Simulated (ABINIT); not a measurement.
# Cu (Fm-3m) in ABINIT: further runs

The runs below take Cu through band structure, equation of state, with OLYP, PBEsol, LDA, PBE.

Program: ABINIT 10.8.3 (patched build). These are calculated values, not measurements. Logs are shortened: lines on timing, memory, paths and dates and some standing lists are left out, and cuts for length are marked. The log counts tension as positive stress, the text compression.

**1. The crystal as given**

It takes space group Fm-3m (No. 225, cubic). Conventional cell: a = 3.615 Å, b = 3.615 Å, c = 3.615 Å, α = 90.00°, β = 90.00°, γ = 90.00°. Cu (site symmetry m-3m) has 12 Cu at 2.56 Å as nearest neighbours.

**2. Band structure, OLYP**

File run.abi:

```
ndtset 2

pp_dirpath "./"
pseudos "Cu.GGA_PBE-JTH.xml"

acell 4.8305009387 4.8305009387 4.8305009387
rprim
     0.0000000000     0.7071067812     0.7071067812
     0.7071067812     0.0000000000     0.7071067812
     0.7071067812     0.7071067812     0.0000000000
ntypat 1
znucl 29
natom 1
typat 1
xred
     0.0000000000     0.0000000000     0.0000000000

ecut 20.0
pawecutdg 40.0

ixc -110131

occopt 3
tsmear 0.05 eV

nstep 100

iomode 3
prtwf 0
prteig 0
prtebands 0
enunit 1
prtden1 1
prtvha1 1
prtvclmb1 1
prtpot1 1

kptopt1 1
ngkpt1 13 13 13
nshiftk1 1
shiftk1 0.0 0.0 0.0
nband1 14
tolvrs1 1.0e-9

iscf2 -2
getden2 1
nband2 18
nbdbuf2 2
tolwfr2 1.0e-12
kptopt2 -9
ndivsm2 8
prteig2 1
prtvol2 -3
kptbounds2
     0.0000000000     0.0000000000     0.0000000000
     0.5000000000     0.0000000000     0.5000000000
     0.5000000000     0.2500000000     0.7500000000
     0.3750000000     0.3750000000     0.7500000000
     0.0000000000     0.0000000000     0.0000000000
     0.5000000000     0.5000000000     0.5000000000
     0.6250000000     0.2500000000     0.6250000000
     0.5000000000     0.2500000000     0.7500000000
     0.5000000000     0.5000000000     0.5000000000
     0.3750000000     0.3750000000     0.7500000000
```

Potentials or basis: JTH PAW PBE v2.0.

The run is started by

```sh
$ abinit run.abi > log 2>&1
```

run.abo:

```text
.Version 10.8.3 of ABINIT
 DATASET    1 : space group Fm -3 m (#225); Bravais cF (face-center cubic)
================================================================================
 Values of the parameters that define the memory need for DATASET  1.
     intxc =       0    ionmov =       0      iscf =      17    lmnmax =      18
     lnmax =       6     mgfft =      20  mpssoang =       3    mqgrid =    3001
     natom =       1  nloc_mem =       2    nspden =       1   nspinor =       1
    nsppol =       1      nsym =      48    n1xccc =       1    ntypat =       1
    occopt =       3   xclevel =       2
       mpw =         349          nfft =        8000          nkpt =          84
 PAW method is used; the additional fine FFT grid is defined by:
   mgfftf=        30    nfftf =     27000
================================================================================
================================================================================

 DATASET    2 : space group Fm -3 m (#225); Bravais cF (face-center cubic)
================================================================================
 Values of the parameters that define the memory need for DATASET  2.
     intxc =       0    ionmov =       0      iscf =      -2    lmnmax =      18
     lnmax =       6     mgfft =      20  mpssoang =       3    mqgrid =    3001
     natom =       1  nloc_mem =       2    nspden =       1   nspinor =       1
    nsppol =       1      nsym =      48    n1xccc =       1    ntypat =       1
    occopt =       3   xclevel =       2
       mpw =         360          nfft =        8000          nkpt =         139
 PAW method is used; the additional fine FFT grid is defined by:
   mgfftf=        30    nfftf =     27000
================================================================================
================================================================================

--------------------------------------------------------------------------------
------------- Echo of variables that govern the present computation ------------
--------------------------------------------------------------------------------
 -outvars: echo values of preprocessed input variables --------
            acell      4.8305009387E+00  4.8305009387E+00  4.8305009387E+00 Bohr
              amu      6.35460000E+01
             ecut      2.00000000E+01 Hartree
           enunit           1
           getden1          0
           getden2          1
             iscf1         17
             iscf2         -2
              ixc     -110131
           jdtset        1    2
           kptopt1          1
           kptopt2         -9
         kptrlatt       13    0    0      0   13    0      0    0   13
          kptrlen1     6.27965122E+01
          kptrlen2     3.00000000E+01
            natom           1
            nband1         14
            nband2         18
           nbdbuf1          0
[... 1241 lines left out ...]
- [  3.4156800,   0.0000000,   3.4156800, ]
- [  3.4156800,   3.4156800,   0.0000000, ]
lattice_lengths: [   4.83050,    4.83050,    4.83050, ]
lattice_angles: [ 60.000,  60.000,  60.000, ] # degrees, (23, 13, 12)
lattice_volume:   7.9700586E+01
convergence: {deltae:  0.000E+00, res2:  0.000E+00, residm:  9.999E-13, diffor:  0.000E+00, }
etotal    :  -1.98188725E+02
entropy   :   0.00000000E+00
fermie    :   2.70263047E-01
cartesian_stress_tensor: null
pressure_GPa: null
xred      :
- [  0.0000E+00,   0.0000E+00,   0.0000E+00, Cu]
cartesian_forces: null
force_length_stats: {min: null, max: null, mean: null, }
...

 Integrated electronic density in atomic spheres:
 ------------------------------------------------
 Atom  Sphere_radius  Integrated_density
    1        2.00090         17.38835230

================================================================================

 ----iterations are completed or convergence reached----

 Mean square residual over all n,k,spin=   41.666E-14; max=  99.988E-14
 reduced coordinates (array xred) for    1 atoms
       0.000000000000      0.000000000000      0.000000000000

 cartesian coordinates (angstrom) at end:
    1      0.00000000000000     0.00000000000000     0.00000000000000
 length scales=  4.830500938700  4.830500938700  4.830500938700 bohr
              =  2.556191012271  2.556191012271  2.556191012271 angstroms
 Eigenvalues (   eV  ) for nkpt= 139  k points:
 kpt#   1, nband= 18, wtk=  1.00000, kpt=  0.0000  0.0000  0.0000 (reduced coord)
-105.63549  -62.91107  -62.91107  -62.91107   -2.08357    4.13699    4.13699    4.13699
   4.94767    4.94767   29.95447   32.62962   32.62962   32.62962   34.89726   34.89726
  34.89726   38.59738
 kpt#   2, nband= 18, wtk=  1.00000, kpt=  0.0217  0.0000  0.0217 (reduced coord)
-105.63541  -62.91154  -62.91125  -62.91125   -2.06068    4.13023    4.14237    4.14237
   4.94154    4.95014   29.86039   32.29970   32.29970   32.51988   35.04077   35.24082
  35.24082   38.69431
 kpt#   3, nband= 18, wtk=  1.00000, kpt=  0.0435  0.0000  0.0435 (reduced coord)
-105.63516  -62.91292  -62.91180  -62.91180   -1.99214    4.11006    4.15847    4.15847
   4.92337    4.95750   29.60654   31.60345   31.60345   32.21833   35.44274   35.97757
  35.97757   38.88391
 kpt#   4, nband= 18, wtk=  1.00000, kpt=  0.0652  0.0000  0.0652 (reduced coord)
-105.63474  -62.91550  -62.91302  -62.91302   -1.87837    4.07650    4.18479    4.18479
   4.89372    4.96964   29.25165   30.80388   30.80388   31.78413   36.04378   36.84284
  36.84284   38.73185
 kpt#   5, nband= 18, wtk=  1.00000, kpt=  0.0870  0.0000  0.0870 (reduced coord)
[... 525 lines left out ...]
   5.42148   10.78956   12.00910   16.93614   23.51856   26.92826   39.08275   41.53684
  42.44818   47.30212
 kpt# 137, nband= 18, wtk=  1.00000, kpt=  0.3929  0.3929  0.7143 (reduced coord)
-105.61815  -62.99232  -62.97385  -62.94097    3.00015    3.19811    4.20136    4.94883
   5.42250   11.29286   12.19974   16.07621   23.10849   26.77816   38.12647   42.45735
  43.34029   47.29512
 kpt# 138, nband= 18, wtk=  1.00000, kpt=  0.3839  0.3839  0.7321 (reduced coord)
-105.61791  -62.99255  -62.97480  -62.94261    2.94642    3.14952    4.29508    5.02358
   5.43256   11.61239   12.46320   15.44573   22.74744   26.64656   37.16382   43.24686
  44.18986   47.48820
 kpt# 139, nband= 18, wtk=  1.00000, kpt=  0.3750  0.3750  0.7500 (reduced coord)
-105.61776  -62.99462  -62.97343  -62.94382    2.88334    3.10871    4.39261    5.07896
   5.45385   11.50704   12.93256   15.15854   22.43874   26.53389   36.22449   43.83539
  44.89908   47.95100

== END DATASET(S) ==============================================================
================================================================================

 -outvars: echo values of variables after computation  --------
            acell      4.8305009387E+00  4.8305009387E+00  4.8305009387E+00 Bohr
           etotal1    -1.9818872478E+02
            fcart1    -0.0000000000E+00 -0.0000000000E+00 -0.0000000000E+00
            rprim      0.0000000000E+00  7.0710678120E-01  7.0710678120E-01
                       7.0710678120E-01  0.0000000000E+00  7.0710678120E-01
                       7.0710678120E-01  7.0710678120E-01  0.0000000000E+00
           strten1     7.2884603255E-05  7.2884603255E-05  7.2884603255E-05
                       0.0000000000E+00  0.0000000000E+00  0.0000000000E+00
 Calculation completed.
```

Wall time 23 s (1 thread of Arm Neoverse V2, shared host); peak memory 0.1 GiB.

Results:

| Property | Result |
| --- | --- |
| Free energy | -5392.9899 eV |
| Band gap on the k mesh | none (metal or under the smearing width) |
| Valence electrons inside the program's atomic spheres | Cu 17.39 (radii [1.0588] Å) |

Levels at the corners of the path, in eV from the Fermi level:
| point | band 5 | band 6 | band 7 | band 8 | band 9 | band 10 | band 11 | band 12 | band 13 | band 14 |
| --- | --- | --- | --- | --- | --- | --- | --- | --- | --- | --- |
| Γ | -9.44 | -3.22 | -3.22 | -3.22 | -2.41 | -2.41 | 22.60 | 25.28 | 25.28 | 25.28 |
| X | -5.04 | -4.59 | -1.86 | -1.71 | -1.71 | 1.33 | 7.03 | 13.01 | 13.01 | 17.35 |
| W | -4.32 | -3.72 | -3.72 | -2.45 | -1.71 | 6.03 | 6.03 | 8.09 | 8.89 | 28.21 |
| K | -4.47 | -4.25 | -2.96 | -2.28 | -1.90 | 4.15 | 5.58 | 7.80 | 15.08 | 19.18 |
| Γ | -9.44 | -3.22 | -3.22 | -3.22 | -2.41 | -2.41 | 22.60 | 25.28 | 25.28 | 25.28 |
| L | -5.21 | -3.25 | -3.25 | -1.85 | -1.85 | -1.20 | 3.68 | 21.02 | 22.10 | 22.10 |
| U | -4.47 | -4.25 | -2.96 | -2.28 | -1.90 | 4.15 | 5.58 | 7.80 | 15.08 | 19.18 |
| W | -4.32 | -3.72 | -3.72 | -2.45 | -1.71 | 6.03 | 6.03 | 8.09 | 8.89 | 28.21 |
| L | -5.21 | -3.25 | -3.25 | -1.85 | -1.85 | -1.20 | 3.68 | 21.02 | 22.10 | 22.10 |
| K | -4.47 | -4.25 | -2.96 | -2.28 | -1.90 | 4.15 | 5.58 | 7.80 | 15.08 | 19.18 |

Caveat: the cutoff is too short for stress, so the log's stress isn't used; the PAW data sets were made with another functional, which shifts forces and pressure a little.

**3. Equation of state, PBEsol**

File run.abi:

```
# Datasets: one volume each
ndtset 7
getwfk -1
scalecart1 3*0.9795861087
scalecart2 3*0.9864848297
scalecart3 3*0.9932883884
scalecart4 3*1.0000000000
scalecart5 3*1.0066227096
scalecart6 3*1.0131594038
scalecart7 3*1.0196128224

# Pseudopotentials
pp_dirpath "./"
pseudos "Cu.GGA_PBE-JTH.xml"

# Structure
acell 3*1.0
rprim
     0.0000000000     3.4156799703     3.4156799703
     3.4156799703     0.0000000000     3.4156799703
     3.4156799703     3.4156799703     0.0000000000
ntypat 1
znucl 29
natom 1
typat 1
xred
     0.0000000000     0.0000000000     0.0000000000

# Plane-wave basis
ecut 15.0
pawecutdg 30.0

# k points
kptopt 1
ngkpt 13 13 13
nshiftk 1
shiftk 0.0 0.0 0.0

# Exchange and correlation
ixc -116133

# Bands and occupations
nband 14
occopt 3
tsmear 0.05 eV

# SCF cycle
nstep 100
tolvrs 1.0e-9

# Output
iomode 3
prtwf 1
prtden 0
prteig 0
prtebands 0
enunit 2
```

Potentials or basis: JTH PAW PBE v2.0.

The run is started by

```sh
$ abinit run.abi > log 2>&1
```

Wall time 65 s (1 thread of Arm Neoverse V2, shared host); peak memory 0.12 GiB.

It converged, with:

| Property | Result |
| --- | --- |
| Equilibrium volume | 11.32 Å³/atom |
| Bulk modulus | 159 GPa |
| Pressure derivative of the bulk modulus | 4.5 (rough: it moves with the points fitted) |

Energy against volume, from the lowest point:
| volume (Å³/atom) | energy (meV/atom) |
| --- | --- |
| 11.102 | 2.08 |
| 11.338 | 0.00 |
| 11.574 | 2.68 |
| 11.810 | 9.91 |
| 12.047 | 20.88 |
| 12.283 | 34.90 |
| 12.519 | 52.54 |

Caveat: the cutoff is too short for stress, so the log's stress isn't used; pressures at fixed basis lie under the slope of the energies; the PAW data sets were made with another functional, which shifts forces and pressure a little.

**4. Band structure, LDA**

File run.abi:

```
# Datasets: ground state, then fixed potential
ndtset 2

# Pseudopotentials
pp_dirpath "./"
pseudos "Cu.hgh"

# Structure
acell 3*1.0 Angstrom
rprim
     0.0000000000     1.8075000000     1.8075000000
     1.8075000000     0.0000000000     1.8075000000
     1.8075000000     1.8075000000     0.0000000000
ntypat 1
znucl 29
natom 1
typat 1
xcart
     0.0000000000     0.0000000000     0.0000000000 Angstrom

# Plane-wave basis
ecut 16.0

# Exchange and correlation
ixc 7

# Bands and occupations
occopt 3
tsmear 0.00183747

# SCF cycle
nstep 100

# Output
iomode 3
prtwf 0
prteig 0
prtebands 0
prtden1 1

# Dataset 1
kptopt1 1
ngkpt1 13 13 13
nshiftk1 1
shiftk1 0.0 0.0 0.0
nband1 5
tolvrs1 1.0e-10

# Dataset 2: bands along G-X-W-K-G-L-U-W-L-K
iscf2 -2
getden2 1
nband2 9
nbdbuf2 2
tolwfr2 1.0e-12
kptopt2 -9
ndivsm2 6
prteig2 1
kptbounds2
     0.0000000000     0.0000000000     0.0000000000
     0.5000000000     0.0000000000     0.5000000000
     0.5000000000     0.2500000000     0.7500000000
     0.3750000000     0.3750000000     0.7500000000
     0.0000000000     0.0000000000     0.0000000000
     0.5000000000     0.5000000000     0.5000000000
     0.6250000000     0.2500000000     0.6250000000
     0.5000000000     0.2500000000     0.7500000000
     0.5000000000     0.5000000000     0.5000000000
     0.3750000000     0.3750000000     0.7500000000
```

Potentials or basis: HGH LDA.

The run is started by

```sh
$ abinit run.abi > log 2>&1
```

It took 3 s on 1 thread of Arm Neoverse V2, shared host; peak memory 0.11 GiB.

Results (log left out):

```
Free energy                                           : -13.8895 eV
Pressure                                              : -75.6 GPa
Band gap on the k mesh                                : none (metal or under the smearing width)
Valence electrons inside the program's atomic spheres : Cu 0.34 (radii [1.0584] Å)
```

Levels at the corners of the path, in eV from the Fermi level:
```tsv
point	band 1	band 2	band 3	band 4
Γ	-6.72	29.97	29.97	29.97
X	4.67	6.47	16.76	19.55
W	7.83	7.83	8.38	14.37
K	6.21	6.31	9.87	20.83
Γ	-6.72	29.97	29.97	29.97
L	1.18	2.86	27.33	27.33
U	6.21	6.31	9.87	20.83
W	7.83	7.83	8.38	14.37
L	1.18	2.86	27.33	27.33
K	6.21	6.31	9.87	20.83
```

Caveat: a pressure of tens of GPa on the cell as given is suspect, and the run, the potentials or the cell itself is likely at fault; HGH potentials are hard and often keep d shells in the core, so these values are rough.

**5. Band structure, PBE**

run.abi, as its differences from that of step 4:

```diff
@@ -5,10 +5,10 @@
 pp_dirpath "./"
-pseudos "Cu.hgh"
+pseudos "29_Cu_19_1.7_1.9_pbe_n_v1.0.psp8"
 
 # Structure
-acell 3*1.0 Angstrom
+acell 2.556191014 2.556191014 2.556191014 Angstrom
 rprim
-     0.0000000000     1.8075000000     1.8075000000
-     1.8075000000     0.0000000000     1.8075000000
-     1.8075000000     1.8075000000     0.0000000000
+     0.0000000000     0.7071067812     0.7071067812
+     0.7071067812     0.0000000000     0.7071067812
+     0.7071067812     0.7071067812     0.0000000000
 ntypat 1
@@ -18,9 +18,9 @@
 xcart
-     0.0000000000     0.0000000000     0.0000000000 Angstrom
+     0.0000000000     0.0000000000     0.0000000000
 
 # Plane-wave basis
-ecut 16.0
+ecut 37.0
 
 # Exchange and correlation
-ixc 7
+ixc 11
 
@@ -28,3 +28,3 @@
 occopt 3
-tsmear 0.00183747
+tsmear 0.05 eV
 
@@ -38,3 +38,8 @@
 prtebands 0
+enunit 1
 prtden1 1
+prtvha1 1
+prtvclmb1 1
+prtpot1 1
+prtelf1 1
 
@@ -45,3 +50,3 @@
 shiftk1 0.0 0.0 0.0
-nband1 5
+nband1 14
 tolvrs1 1.0e-10
@@ -51,3 +56,3 @@
 getden2 1
-nband2 9
+nband2 18
 nbdbuf2 2
@@ -55,3 +60,3 @@
 kptopt2 -9
-ndivsm2 6
+ndivsm2 5
 prteig2 1
```

Potentials or basis: SPMS NC PBE v1.0.

The run is started by

```sh
$ abinit run.abi > log 2>&1
```

Run time: 39 s. Hardware: 1 thread of Arm Neoverse V2, shared host; peak memory 0.11 GiB.

The run converged. Its results:

- Free energy: -4968.1640 eV
- Pressure: 1.7 GPa
- Band gap on the k mesh: none (metal or under the smearing width)
- Valence electrons inside the program's atomic spheres: Cu 17.34 (radii [1.0584] Å)

Levels at the corners of the path, in eV from the Fermi level:
```
point  band 6  band 7  band 8  band 9  band 10  band 11  band 12  band 13
    Γ   -3.14   -3.14   -3.14   -2.29    -2.29    22.52    25.05    25.05
    X   -4.57   -1.72   -1.57   -1.57     1.20     6.91    12.81    12.81
    W   -3.68   -3.68   -2.33   -1.57     5.96     5.96     8.11     8.52
    K   -4.22   -2.90   -2.15   -1.77     4.09     5.50     7.61    14.90
    Γ   -3.14   -3.14   -3.14   -2.29    -2.29    22.52    25.05    25.05
    L   -3.17   -3.17   -1.71   -1.71    -1.29     3.56    20.97    21.83
    U   -4.22   -2.90   -2.15   -1.77     4.09     5.50     7.61    14.90
    W   -3.68   -3.68   -2.33   -1.57     5.96     5.96     8.11     8.52
    L   -3.17   -3.17   -1.71   -1.71    -1.29     3.56    20.97    21.83
    K   -4.22   -2.90   -2.15   -1.77     4.09     5.50     7.61    14.90
```

**6. Summary**

| task | level | potentials or basis | cutoff (eV) | fine-grid cutoff | gap on the mesh (eV) |
| --- | --- | --- | --- | --- | --- |
| band structure | OLYP | JTH PAW PBE v2.0 | 544 | 1088.46 eV | none |
| equation of state | PBEsol | JTH PAW PBE v2.0 | 408 | 816.342 eV | - |
| band structure | PBE | SPMS NC PBE v1.0 | 1007 | - | none |

Alike in all rows: no spin polarisation; cell as given; k mesh 13 × 13 × 13; smearing fermi-dirac 0.05 eV.

Caveats: the PAW data sets were made with another functional, which shifts forces and pressure a little (some runs); pressures at fixed basis lie under the slope of the energies (some runs).

Total energies depend on the potentials used, so only differences within one code and one set of settings carry meaning.
